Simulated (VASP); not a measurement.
A run of VASP 6.6.1 is set up as follows.

Contents of INCAR:

```
PREC     = Accurate       # precision mode
ENCUT    = 600            # plane-wave cutoff, eV
EDIFF    = 1E-7           # SCF threshold, eV
ISMEAR   = -1             # smearing method
SIGMA    = 0.05           # smearing width, eV
LREAL    = Auto         
LASPH    = True           # aspherical terms in the spheres
NELM     = 80             # most SCF steps
ALGO     = Fast           # electronic algorithm
ISIF     = 3              # what is computed and relaxed
LWAVE    = False          # write WAVECAR
LCHARG   = False          # write CHGCAR
GGA      = PS             # functional
IBRION   = 2              # ionic algorithm
NSW      = 40             # ionic steps
EDIFFG   = -0.01          # ionic threshold
PSTRESS  = 0
```

KPOINTS

```
regular mesh
0
Gamma
  11 11 11
```

POSCAR

```
CuO
1.0
    0.0000000000      2.1165600000      2.1165600000
    2.1165600000      0.0000000000      2.1165600000
    2.1165600000      2.1165600000      0.0000000000
Cu O
1 1
Direct
    0.0294977200      0.0281008700      0.9080259900
    0.4705022800      0.4718991300      0.5919740100
```

Potentials or basis: VASP PAW PBE potentials, release 64 (Cu, O).

The run is started by

```sh
$ cat potpaw_PBE.64/Cu/POTCAR potpaw_PBE.64/O/POTCAR > POTCAR
$ mpirun -np 1 vasp_std > vasp.out
```

Estimate the space group after relaxing (to 0.05 Å).

Fm-3m (No. 225).

Estimate the relaxed cell.

a = 2.951 Å, b = 2.953 Å, c = 2.957 Å, α = 59.96°, β = 60.03°, γ = 60.07°.

Estimate the band gap on the k mesh.

none (metal or under the smearing width).

Estimate the relaxed volume.

9.11 Å³/atom.

Stress tensor (GPa, compression positive):
```
-0.08 -0.02  0.04
-0.02  0.02  0.04
 0.04  0.04  0.11
```

Caveat: the PAW data sets were made with another functional, which shifts forces and pressure a little; an odd number of electrons without spin polarisation forces a metal; a magnetic or distorted state may lie lower; the run has no spin polarisation, though such a crystal can be magnetic; semilocal functionals often make such compounds metallic where correlation or magnetic order opens a gap, which also shifts bond lengths. With open d or f shells a metallic result of PBEsol can be an artefact of self-interaction; +U or a hybrid may open a gap.
